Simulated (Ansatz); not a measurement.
# P: the cost of one run

Method: DFT r2SCAN, scalar-relativistic, plane waves, PAW, in Ansatz 0.2.0.

29 further runs of the same task are left out: 29 set aside as unsound or not needed.

## 1. The structure to begin with

It takes space group P6/mmm (No. 191, hexagonal). Conventional cell: a = 3.154 Å, b = 3.154 Å, c = 28.000 Å, α = 90.00°, β = 90.00°, γ = 120.00°. P (site symmetry -6m2) has 3 P at 1.82 Å as nearest neighbours.

Coordinates:

```
CELL_PARAMETERS angstrom
3.15400 0.00000 0.00000
-1.57700 2.73144 0.00000
0.00000 0.00000 28.00000
ATOMIC_POSITIONS crystal
P 0.33333 0.66667 0.50000
P 0.66667 0.33333 0.50000
```

This is the geometry of the first run shown, built on a cell relaxed beforehand with the same method.

## 2. Plan of the line

Atoms count from 1 in the order of the input.

The lattice constant and the buckling of a sheet are varied, nothing relaxed.

The axes are (1) lattice constant a of the sheet (both vectors scaled alike): 8 values from 3.028 to 3.470 Å; (2) buckling: height of P1 above P2: 8 values from 0.000 to 1.835 Å.

Nothing else is relaxed. Points are written as (first, second).

## 3. Point (3.154 Å, 0.000 Å)

Along c the cell is not periodic, so the sheet has no images above or below.

File input.yaml:

```yaml
crystal:
  lattice:
    - [3.154, 0.0, 0.0]
    - [-1.577, 2.7314441236, 0.0]
    - [0.0, 0.0, 28.0]
  atoms:
    - { symbol: P, position: [0.3333333333, 0.6666666667, 0.5] }
    - { symbol: P, position: [0.6666666667, 0.3333333333, 0.5] }
  periodic: [true, true, false]
basis:
  ecutwfc: 500
kpoints:
  mp_grid: { grid: [9, 9, 1] }
hamiltonian:
  xc: r2scan
scf:
  occupations: { method: gaussian, width: 0.02 }
output:
  forces: true
  stress: true
  eigenvalues: true
```

Command:

```sh
ansatz run input.yaml --threads 1 --pin off --max-ram 3072MiB --backend cpu --events-out ev --progress --plain --runs-dir out
```

What time and memory should one allow on 1 thread of AMD EPYC 9R45 (Zen 5), shared host?

About 3.2 s, with a peak of 0.93 GiB.
